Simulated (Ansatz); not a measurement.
# I on Nb(100): change of the work function, part 3 of 5

Wanted: Δφ(θ) for I/Nb(100), starting from the hollow site.

Ansatz 0.2.0; plane-wave DFT, RPBE, Ansatz PAW.

So far, work function, upper face (eV): step 2 (the clean slab) 3.45; step 3 (46 atoms, coverage 0.111 ML, cell 3x3) 3.51.

**4. The covered slab, k-mesh 5×5×1, coverage 0.25 ML**

System of this step: Nb20I (I/Nb(100)). The cell holds 21 atoms: 20 Nb and 1 I. Its edges and angles: a = 6.600 Å, b = 6.600 Å, c = 26.660 Å, α = 90.0°, β = 90.0°, γ = 90.0°. Vacuum lies along c.

Another coverage, to see how the dipoles act on each other as their distance changes.

Input file input.yaml:

```yaml
crystal:
  lattice:
    - [6.6, 0.0, 0.0]
    - [0.0, 6.6, 0.0]
    - [0.0, 0.0, 26.660279418]
  atoms:
    - { symbol: Nb, position: [0.0, 0.0, 0.337580858] }
    - { symbol: Nb, position: [0.25, 0.25, 0.399470682] }
    - { symbol: Nb, position: [0.0, 0.0, 0.4622622367] }
    - { symbol: Nb, position: [0.25, 0.25, 0.5263430588] }
    - { symbol: Nb, position: [0.0, 0.0, 0.5813013153] }
    - { symbol: Nb, position: [0.0, 0.5, 0.337580858] }
    - { symbol: Nb, position: [0.25, 0.75, 0.399470682] }
    - { symbol: Nb, position: [0.0, 0.5, 0.4622622367] }
    - { symbol: Nb, position: [0.25, 0.75, 0.5263430588] }
    - { symbol: Nb, position: [0.0, 0.5, 0.5813013153] }
    - { symbol: Nb, position: [0.5, 0.0, 0.337580858] }
    - { symbol: Nb, position: [0.75, 0.25, 0.399470682] }
    - { symbol: Nb, position: [0.5, 0.0, 0.4622622367] }
    - { symbol: Nb, position: [0.75, 0.25, 0.5263430588] }
    - { symbol: Nb, position: [0.5, 0.0, 0.5813013153] }
    - { symbol: Nb, position: [0.5, 0.5, 0.337580858] }
    - { symbol: Nb, position: [0.75, 0.75, 0.399470682] }
    - { symbol: Nb, position: [0.5, 0.5, 0.4622622367] }
    - { symbol: Nb, position: [0.75, 0.75, 0.5263430588] }
    - { symbol: Nb, position: [0.5, 0.5, 0.5813013153] }
    - { symbol: I, position: [0.25, 0.25, 0.662419142] }
kpoints:
  mp_grid: { grid: [5, 5, 1] }
hamiltonian:
  xc: rpbe
scf:
  occupations: { method: fermi_dirac, width: 0.1 }
  convergence: { dr2_threshold: 1.0e-08 }
efield:
  axis: 3
  dipole_correction: true
  ramp_position: 0.97
  ramp_width: 0.06
relax:
  f_tol: 0.02
  max_steps: 60
  constraints: [{ sites: [0, 1, 5, 6, 10, 11, 15, 16] }]
output:
  bader: true
  dos: { projected: true, e_range: [-8, 4] }
  write_potential: true
  write_density: true
  volumetric_format: npy
  elf: true
```

Run with:

```bash
$ ansatz run input.yaml --threads 4 --pin off --max-ram 12288MiB --backend cpu --events-out ev --progress --plain --runs-dir out
```

Numbers of over 12 decimals in the logs are rounded to 6 here.

The program printed:

```text
[...]
Crystal: 21 atoms, lattice volume = 1161.322 Å³
Basis set: ecut = 420 eV, 22649 PW (Γ), exchange–correlation on 90×90×360 points (8 copies of the dense FFT grid, shifted against one another)
Bands: 167, of which v1, the nominal top of the filled ones, is band 139 counted from 1 (138 counted from 0)
Symmetry: 8 space group operations
[...]
k-points: 6 of 25
[...]
SCF iter   1: F=—  HF=-98696.199674 eV  |F-HF|=—  |Δ(HF+E_count)|=         —  Δρ=6.79e-3  dr2=7.16e0  ethr=1.77e-3  p=-0.035 e·Å  D=-5.53e-3 V/Å  ΔV_dip=0.15 eV  dr2_dipole=2.68e-4  V_vac-E_F(+/−)=4.01/3.86 eV  ⟨swp⟩=11.3  Hψ=4833  notcnv=0
[...]
SCF iter  10: F=-98695.923202 eV  HF=-98695.923202 eV  |F-HF|=9.36e-9  |Δ(HF+E_count)|=   4.25e-8  Δρ=4.78e-7  dr2=5.86e-9  ethr=3.61e-12  p=-0.037 e·Å  D=-5.75e-3 V/Å  ΔV_dip=0.15 eV  dr2_dipole=2.05e-10  V_vac-E_F(+/−)=3.73/3.58 eV  ⟨swp⟩=12.3  Hψ=7487  notcnv=0
SCF 1 converged in 10 iterations: F = -98695.923202 eV  dr2 = 5.86e-9
[...]
relax step   1: F+E_penalty+E_count = -98695.92320225 eV  Δ(F+E_penalty+E_count) = +0.000e0 eV  max|allowed force component| = 5.349e-1 eV/Å  Δτ_max = 0.0000 Å  (10 SCF iters, accepted)
[...]
SCF iter   9: F=-98695.921043 eV  HF=-98695.921043 eV  |F-HF|=1.02e-8  |Δ(HF+E_count)|=   6.58e-8  Δρ=4.88e-7  dr2=5.84e-9  ethr=3.61e-12  p=-0.026 e·Å  D=-4.12e-3 V/Å  ΔV_dip=0.11 eV  dr2_dipole=2.96e-11  V_vac-E_F(+/−)=3.69/3.58 eV  ⟨swp⟩=12.3  Hψ=7746  notcnv=0
SCF 2 converged in 9 iterations: F = -98695.921043 eV  dr2 = 5.84e-9
[...]
relax step   2: F+E_penalty+E_count = -98695.92104326 eV  Δ(F+E_penalty+E_count) = +2.159e-3 eV  max|allowed force component| = 6.057e-1 eV/Å  Δτ_max = 0.0985 Å  (9 SCF iters, rejected (line search))
SCF iter   1: F=—  HF=-98695.978358 eV  |F-HF|=—  |Δ(HF+E_count)|=         —  Δρ=2.51e-3  dr2=6.75e-1  ethr=1.20e-3  p=-0.026 e·Å  D=-4.12e-3 V/Å  ΔV_dip=0.11 eV  dr2_dipole=1.59e-1  V_vac-E_F(+/−)=3.70/3.59 eV  ⟨swp⟩=3.7  Hψ=1497  notcnv=0
[...]
SCF iter   9: F=-98695.961184 eV  HF=-98695.961184 eV  |F-HF|=5.88e-9  |Δ(HF+E_count)|=   5.21e-8  Δρ=3.87e-7  dr2=2.67e-9  ethr=3.61e-12  p=-0.027 e·Å  D=-4.17e-3 V/Å  ΔV_dip=0.11 eV  dr2_dipole=3.53e-10  V_vac-E_F(+/−)=3.69/3.58 eV  ⟨swp⟩=11.8  Hψ=7235  notcnv=0
SCF 3 converged in 9 iterations: F = -98695.961184 eV  dr2 = 2.67e-9
relax step   3: F+E_penalty+E_count = -98695.96118438 eV  Δ(F+E_penalty+E_count) = -3.798e-2 eV  max|allowed force component| = 4.357e-2 eV/Å  Δτ_max = 0.0409 Å  (9 SCF iters, accepted)
[...]
relax step   4: F+E_penalty+E_count = -98695.96168668 eV  Δ(F+E_penalty+E_count) = -5.023e-4 eV  max|allowed force component| = 3.532e-2 eV/Å  Δτ_max = 0.0095 Å  (8 SCF iters, accepted)
[...]
relax step   5: F+E_penalty+E_count = -98695.96301649 eV  Δ(F+E_penalty+E_count) = -1.330e-3 eV  max|allowed force component| = 3.357e-2 eV/Å  Δτ_max = 0.0299 Å  (9 SCF iters, accepted)
SCF iter   1: F=—  HF=-98695.964290 eV  |F-HF|=—  |Δ(HF+E_count)|=         —  Δρ=5.02e-4  dr2=9.95e-3  ethr=8.38e-5  p=-0.032 e·Å  D=-5.03e-3 V/Å  ΔV_dip=0.13 eV  dr2_dipole=1.50e-3  V_vac-E_F(+/−)=3.71/3.58 eV  ⟨swp⟩=2.7  Hψ=1745  notcnv=0
[...]
SCF iter   8: F=-98695.963259 eV  HF=-98695.963259 eV  |F-HF|=3.49e-10  |Δ(HF+E_count)|=   8.21e-9  Δρ=2.59e-7  dr2=2.18e-9  ethr=3.61e-12  p=-0.036 e·Å  D=-5.60e-3 V/Å  ΔV_dip=0.15 eV  dr2_dipole=1.40e-11  V_vac-E_F(+/−)=3.73/3.58 eV  ⟨swp⟩=10.0  Hψ=6699  notcnv=0
SCF 6 converged in 8 iterations: F = -98695.963259 eV  dr2 = 2.18e-9
relax step   6: F+E_penalty+E_count = -98695.96325879 eV  Δ(F+E_penalty+E_count) = -2.423e-4 eV  max|allowed force component| = 1.676e-2 eV/Å  Δτ_max = 0.0198 Å  (8 SCF iters, accepted)
[...]
SCF converged after 8 iterations
Free energy (F): -98695.963259 eV
[...]
Internal energy: -98695.036768 eV  (E = F + TS)
E sigma→0 (E₀):  -98695.500014 eV
Entropy (-TS):   -0.926490 eV (-44.119 meV/atom)
Fermi energy:    3.592019 eV
Dipole field:    D = -0.005595 V/Å  (p = -0.035907 e·Å, saw-weighted, corrected)
Work function:   Φ+ = 3.7272 eV   Φ− = 3.5780 eV
[...]
--- Forces (eV/Å), atoms counted from 1 ---
  atom   1  Nb     0.02019709     0.02019709     1.00927257
  atom   2  Nb     0.00000000     0.00000000    -0.97944773
  atom   3  Nb     0.00328335     0.00328335    -0.00109154
  atom   4  Nb    -0.00000000     0.00000000    -0.01277209
  atom   5  Nb    -0.00221313    -0.00221313     0.00274281
  atom   6  Nb     0.02019709    -0.02019709     1.00927257
  atom   7  Nb     0.00000000     0.00000000    -1.02186769
  atom   8  Nb     0.00328335    -0.00328335    -0.00109154
  atom   9  Nb     0.00000000     0.00000000    -0.00429104
  atom  10  Nb    -0.00221313     0.00221313     0.00274281
  atom  11  Nb    -0.02019709     0.02019709     1.00927257
  atom  12  Nb    -0.00000000     0.00000000    -1.02186769
  atom  13  Nb    -0.00328335     0.00328335    -0.00109154
  atom  14  Nb    -0.00000000     0.00000000    -0.00429104
  atom  15  Nb     0.00221313    -0.00221313     0.00274281
  atom  16  Nb    -0.02019709    -0.02019709     1.00927257
  atom  17  Nb     0.00000000     0.00000000    -1.00734540
  atom  18  Nb    -0.00328335    -0.00328335    -0.00109154
  atom  19  Nb     0.00000000     0.00000000     0.01675530
  atom  20  Nb     0.00221313     0.00221313     0.00274281
  atom  21  I     -0.00000000     0.00000000    -0.00853235
  max |Σ_I F_I| component: 3.56e-5 eV/Å
--- Band table (eV; the first three rows and the last of 6) ---
  k-point 0: bands = [... 135 lower, 3.7700, 3.7700, 3.8731, 3.8731, 3.9569, 3.9569, 3.9949, 4.0141, ... 24 higher]
  k-point 1: bands = [... 135 lower, 3.6046, 3.6373, 3.6664, 3.6690, 3.7730, 3.9628, 4.0312, 4.0917, ... 24 higher]
  k-point 2: bands = [... 135 lower, 3.3985, 3.4771, 3.5758, 3.5936, 3.6376, 3.6848, 3.7456, 3.8647, ... 24 higher]
  k-point 5: bands = [... 135 lower, 2.8241, 2.9745, 3.0615, 3.1469, 3.3329, 3.4165, 3.6375, 3.8262, ... 24 higher]
--- Relaxed structure (6 steps of the walk, 5 accepted, 0 SCFs on fresh bases) ---
  F+E_penalty+E_count = -98695.96325879 eV   max|allowed force component| = 1.676e-2 eV/Å
  atoms:
    - { symbol: Nb, position: [0.0, 0.0, 0.337581] }
    - { symbol: Nb, position: [0.250000, 0.250000, 0.399471] }
    - { symbol: Nb, position: [-0.00118435, -0.00118435, 0.462429] }
    - { symbol: Nb, position: [0.250000, 0.250000, 0.524052] }
    - { symbol: Nb, position: [0.00489432, 0.00489432, 0.582577] }
    - { symbol: Nb, position: [0.0, 0.500000, 0.337581] }
    - { symbol: Nb, position: [0.250000, 0.75, 0.399471] }
    - { symbol: Nb, position: [-0.00118435, 0.501184, 0.462429] }
    - { symbol: Nb, position: [0.250000, 0.75, 0.527066] }
    - { symbol: Nb, position: [0.00489432, 0.495106, 0.582577] }
    - { symbol: Nb, position: [0.500000, 0.0, 0.337581] }
    - { symbol: Nb, position: [0.75, 0.250000, 0.399471] }
    - { symbol: Nb, position: [0.501184, -0.00118435, 0.462429] }
    - { symbol: Nb, position: [0.75, 0.250000, 0.527066] }
    - { symbol: Nb, position: [0.495106, 0.00489432, 0.582577] }
    - { symbol: Nb, position: [0.500000, 0.500000, 0.337581] }
    - { symbol: Nb, position: [0.75, 0.75, 0.399471] }
    - { symbol: Nb, position: [0.501184, 0.501184, 0.462429] }
    - { symbol: Nb, position: [0.75, 0.75, 0.525732] }
    - { symbol: Nb, position: [0.495106, 0.495106, 0.582577] }
    - { symbol: I, position: [0.250000, 0.250000, 0.664052] }
--- Bader charges: 21 sites ---
  site symbol  charge [e]  shift [e]
     0     Nb     -0.0967     0.0000
     1     Nb      0.0550     0.0000
     2     Nb      0.1148     0.0000
     3     Nb      0.0983     0.0000
     4     Nb      0.0670     0.0000
     5     Nb     -0.0968     0.0000
     6     Nb      0.0313     0.0000
     7     Nb      0.1148     0.0000
     8     Nb      0.0287     0.0000
     9     Nb      0.0670     0.0000
    10     Nb     -0.0968     0.0000
    11     Nb      0.0313     0.0000
    12     Nb      0.1148     0.0000
    13     Nb      0.0287     0.0000
    14     Nb      0.0670     0.0000
    15     Nb     -0.0968     0.0000
    16     Nb      0.0466     0.0000
    17     Nb      0.1148     0.0000
    18     Nb     -0.0208     0.0000
    19     Nb      0.0670     0.0000
    20      I     -0.6393     0.0000
  estimated error of the sums over rays = 1.0e-3 e
```

It took 5.4 min on 4 threads of Arm Neoverse V1, shared host; peak memory 4.2 GiB; 21 min of CPU time.

Step by step:

```tsv
step	energy less that of the first step (eV)	largest force component (eV/Å)
1	0.0000	0.5349
2	0.0022	0.6057
3	-0.0380	0.0436
4	-0.0385	0.0353
5	-0.0398	0.0336
6	-0.0401	0.0168
```

Relaxation step 2 was tried and not accepted.

The run keeps the 8 symmetry operations that it works with, so distortions that break them were not tested.

The atoms that moved most (Å):

```tsv
atom	dx	dy	dz	length
Nb4	0.000	0.000	-0.061	0.061
Nb5	0.032	0.032	0.034	0.057
Nb15	-0.032	0.032	0.034	0.057
Nb10	0.032	-0.032	0.034	0.057
Nb20	-0.032	-0.032	0.034	0.057
I21	0.000	0.000	0.044	0.044
Nb9	0.000	0.000	0.019	0.019
Nb14	0.000	0.000	0.019	0.019
```

The relaxed structure:

```cif
data_structure
_symmetry_space_group_name_H-M 'P 1'
_symmetry_Int_Tables_number 1
_cell_length_a 6.6000
_cell_length_b 6.6000
_cell_length_c 26.6603
_cell_angle_alpha 90.000
_cell_angle_beta 90.000
_cell_angle_gamma 90.000
_cell_volume 1161.32
loop_
_atom_site_label
_atom_site_type_symbol
_atom_site_fract_x
_atom_site_fract_y
_atom_site_fract_z
_atom_site_occupancy
Nb1 Nb 0.00000 0.00000 0.33758 1
Nb2 Nb 0.25000 0.25000 0.39947 1
Nb3 Nb 0.99882 0.99882 0.46243 1
Nb4 Nb 0.25000 0.25000 0.52405 1
Nb5 Nb 0.00489 0.00489 0.58258 1
Nb6 Nb 0.00000 0.50000 0.33758 1
Nb7 Nb 0.25000 0.75000 0.39947 1
Nb8 Nb 0.99882 0.50118 0.46243 1
Nb9 Nb 0.25000 0.75000 0.52707 1
Nb10 Nb 0.00489 0.49511 0.58258 1
Nb11 Nb 0.50000 0.00000 0.33758 1
Nb12 Nb 0.75000 0.25000 0.39947 1
Nb13 Nb 0.50118 0.99882 0.46243 1
Nb14 Nb 0.75000 0.25000 0.52707 1
Nb15 Nb 0.49511 0.00489 0.58258 1
Nb16 Nb 0.50000 0.50000 0.33758 1
Nb17 Nb 0.75000 0.75000 0.39947 1
Nb18 Nb 0.50118 0.50118 0.46243 1
Nb19 Nb 0.75000 0.75000 0.52573 1
Nb20 Nb 0.49511 0.49511 0.58258 1
I21 I 0.25000 0.25000 0.66405 1
```

Numbers from this step:

* energy at zero smearing: -98695.5000 eV
* work function, upper face: 3.727 eV
* dipole along the normal: -0.03591 e·Å
* step between the vacuum levels: 0.1492 eV

The density of states has structure finer than the step of the table below, so its rows give means over 0.25 eV, whole bins alone (the curve runs from -8 to 1.92 eV). Peaks (eV: height): -2.170: 51.4, -2.080: 50.8, -1.920: 60.1, -1.470: 60.5, -0.990: 54.5, 0.090: 51.2, 0.600: 53.4.

Table of density of states by energy, zero at the Fermi level; means over each step:

energy (eV), density of states (states/eV a cell) and a bar:
```
    -5.75        0.0 
    -5.50        0.7 #
    -5.25        1.7 #
    -5.00        2.9 ##
    -4.75        4.8 ####
    -4.50        5.5 ####
    -4.25       11.5 #########
    -4.00        2.9 ##
    -3.75        5.0 ####
    -3.50       15.1 ############
    -3.25       17.7 ##############
    -3.00       20.6 #################
    -2.75       28.2 #######################
    -2.50       28.1 #######################
    -2.25       25.4 ####################
    -2.00       27.4 ######################
    -1.75       24.7 ####################
    -1.50       35.3 ############################
    -1.25       26.3 #####################
    -1.00       37.3 ##############################
    -0.75       21.4 #################
    -0.50       29.5 ########################
    -0.25       29.9 ########################
     0.00       28.2 #######################
     0.25       31.0 #########################
     0.50       26.7 #####################
     0.75       23.5 ###################
     1.00       18.3 ###############
     1.25       14.6 ############
     1.50       20.2 ################
     1.75       25.1 ####################
```

Projected DOS per atom over height of the atomic layer and energy from the Fermi level. Layers: Nb4 Nb4 Nb4 Nb4 Nb4 I from below.

Ten even steps from '_' (0.0 states/eV) to '@' (5.7 states/eV), each cell a mean:
```
--..::__::__
..__..__..__
--....__--__
==..__..--__
--......--__
::..::..::__
--::::::--__
::::::--::__
::::..::::__
..::..::::__
::::::::..__
__..::..____
____________
__________@@
__________==
__________..
____________
____________
____________
____________
____________
____________
```
Columns: height of the atomic layer (Å) from 9 to 17.7 (not evenly spaced); rows upwards: energy from the Fermi level (eV) from -7.96 to 1.84.

Valence density in the ca plane at fractional y = 0.250, with atoms of Nb and I within 0.2 Å of it. It is the smooth field of the valence electrons, not physical close to the nuclei.

Values in e/Å³, 10 rows by 16 columns, each cell a mean:
```
 0  0  0  0  0  0  0  0  0  0  0  0  0  0  0  0
 0  1  3  0  0  3  1  0  0  0  0  0  0  0  0  0
 0  2  4  0  1  5  2  0  0  0  0  0  0  0  0  0
 0  1  2  0  0  2  1  0  0  0  0  0  0  0  0  0
 0  0  0  0  0  0  0  0  0  0  0  0  0  0  0  0
 0  0  0  0  0  0  0  0  0  0  0  0  0  0  0  0
 0  1  3  0  1  3  1  0  1  4  0  0  0  0  0  0
 0  2  4  0  1  5  1  0  3 11  0  0  0  0  0  0
 0  1  2  0  0  2  0  0  1  2  0  0  0  0  0  0
 0  0  0  0  0  0  0  0  0  0  0  0  0  0  0  0
```
Columns run along c (16.0 Å, from fractional 0.32 to 0.92 of the cell), rows up along a (6.6 Å). Atoms in or near the plane, at fractional coordinates: Nb at (0.40, 0.25), Nb at (0.52, 0.25), Nb at (0.40, 0.75), Nb at (0.53, 0.75), I at (0.66, 0.25).

ELF in the ca plane at fractional y = 0.250, with atoms of Nb and I within 0.2 Å of it. It is the smooth field of the valence electrons, not physical close to the nuclei.

Ten even steps from '0' (0.00) to '9' (0.80), each cell a mean:
```
35664224554554323565432223332100000000000000
55542332355542232356543211000000000000000000
65336886335424787435664210000000000000000000
65238768424327868623565310000000000000000000
64248548524327738722565420000000000000000000
65338998425426989524665310000000000000000000
56533554345533454346654210000000000000000000
45653223455543222465432212211000000000000000
34675435654455435665322355654310000000000000
35664224555554324664223688887532000000000000
55542232355532222455336888899853100000000000
65336886335425887334347766789974200000000000
64248768424338769512247632379985210000000000
64248558524238648612247634379985210000000000
65337888435337888423347754589975210000000000
56433554346533554344337877899864100000000000
45653222455543223565325888998742100000000000
34675445654455445664322567776421000000000000
```
Columns run along c (16.0 Å, from fractional 0.32 to 0.92 of the cell), rows up along a (6.6 Å). Atoms in or near the plane, at fractional coordinates: Nb at (0.40, 0.25), Nb at (0.52, 0.25), Nb at (0.40, 0.75), Nb at (0.53, 0.75), I at (0.66, 0.25).

Electrostatic potential energy in the ca plane at fractional y = 0.250, with atoms of Nb and I within 0.2 Å of it. With pseudopotentials it is smooth inside the atoms' cores, unlike the true potential.

Ten even steps from '0' (-63 eV) to '9' (7 eV), each cell a mean:
```
99999999999999999999999999999999999999999999
99998778999998777899999999999999999999999999
99985225899986323789999999999999999999999999
99962001689984000489999999999999999999999999
99961001589973000489999999999999999999999999
99973003799985101589999999999999999999999999
99987557899998656899999999999999999999999999
99999889999999888999999999999999999999999999
99999999999999999999999999999999999999999999
99999999999999999999999999999999999999999999
99998778999998778999999877789999999999999999
99985225899986324799998767678999999999999999
99962001689973000589998689968999999999999999
99961001589972000589997699967999999999999999
99973003799984102689998678768999999999999999
99987557899997556899999866679999999999999999
99999889999999889999999988899999999999999999
99999999999999999999999999999999999999999999
```
Columns run along c (16.0 Å, from fractional 0.32 to 0.92 of the cell; values clipped at the 3rd and 97th percentile), rows up along a (6.6 Å). Atoms in or near the plane, at fractional coordinates: Nb at (0.40, 0.25), Nb at (0.52, 0.25), Nb at (0.40, 0.75), Nb at (0.53, 0.75), I at (0.66, 0.25).

The relaxation took 6 steps and lowered the energy by 0.040 eV; the largest force on the free atoms ends at 0.017 eV/Å.

By hand: a sheet of dipoles makes a step −p/(ε₀A) in the electron's potential. With e/ε₀ = 180.95 V·Å, p = -0.03591 e·Å and A = 43.56 Å², that is −180.95 × (-0.03591) / 43.56 = +0.149 eV, and the two vacuum levels of the run differ by +0.149 eV.

The covered face has 3.73 eV, +0.28 eV against the clean one; the bare back face has moved by +0.00 eV, a measure of how thin the slab is.

(Continued in part 4 of 5.)

[Logs are printed without paths, hosts, clocks, repeated set-up lines and the standing remarks that a program may print on its own settings, such as how far it seeks lower states.]

[Hosts, paths, dates, database ids (printed as entryN), source tags and the programs' standing remarks are cut or masked in the printed files.]

[Maps of the electrostatic potential energy from Ansatz leave out the sawtooth potential of an applied field or a dipole correction, so their vacuum need not be flat; planar profiles and work functions include it.]

[The density of states shown here was stored with 400 of the rows of the run's finer table, so its peaks can read low, often by over a quarter, or be missed, and its means over a window can be off by a tenth or more.]
